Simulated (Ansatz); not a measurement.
Computed with DFT PBE, scalar-relativistic, plane waves, PAW in Ansatz 0.2.0. Settings: cutoff 420 eV, Γ-centred meshes spaced at most about 0.3 Å⁻¹, and about 0.25 Å⁻¹ or finer for metals (2π included), Gaussian smearing. No spin polarisation.

Temperature and zero-point effects are left out.

Compare these two cells of Al2Au, each relaxed at this level.

A.

```
Al Au
1.0
     0.00000    3.03083    3.03083
     3.03083    0.00000    3.03083
     3.03083    3.03083    0.00000
Al Au
2 1
Direct
  0.25000 0.25000 0.25000
  0.75000 0.75000 0.75000
  0.00000 0.00000 0.00000
```

B.

```
Al Au
1.0
     0.00000    3.05677    3.05677
     3.05677    0.00000    3.05677
     3.05677    3.05677    0.00000
Al Au
2 1
Cartesian
  3.0568 3.0568 3.0568
  1.5284 1.5284 1.5284
  0.0000 0.0000 0.0000
```

Question: Which arrangement of the elements on these sites is preferred, and by what margin?

Answer: A is lower, by 0.33 eV/atom. The two share one framework of sites and differ in which element sits where. A has the fluorite type, space group Fm-3m (No. 225), 18.6 Å³/atom and no gap on its mesh; B has space group F-43m (No. 216), 19.0 Å³/atom and no gap. Counting all near atoms (those within 1.25 times the shortest distance at each site; a plus sign parts nearer from farther groups; a slash parts the counts of unlike sites), A has Al 4+6, Au 8 and B has Al 8/4+6, Au 4+6. In A, Al is surrounded by 4 Au at 2.62 Å and 6 Al at 3.03 Å; around Au lie 8 Al at 2.62 Å. In B, Al on its first site is surrounded by 4 Al at 2.65 Å and 6 Au at 3.06 Å; around Al on its second site lie 4 Al at 2.65 Å and 4 Au at 2.65 Å; around Au lie 4 Al at 2.65 Å and 6 Al at 3.06 Å. Origin: A, reached from a cell as deposited in COD, among other starts; B, invented.

Spin–orbit coupling, which can matter for Au, is left out. Cells relaxed within their symmetry can be saddle points.
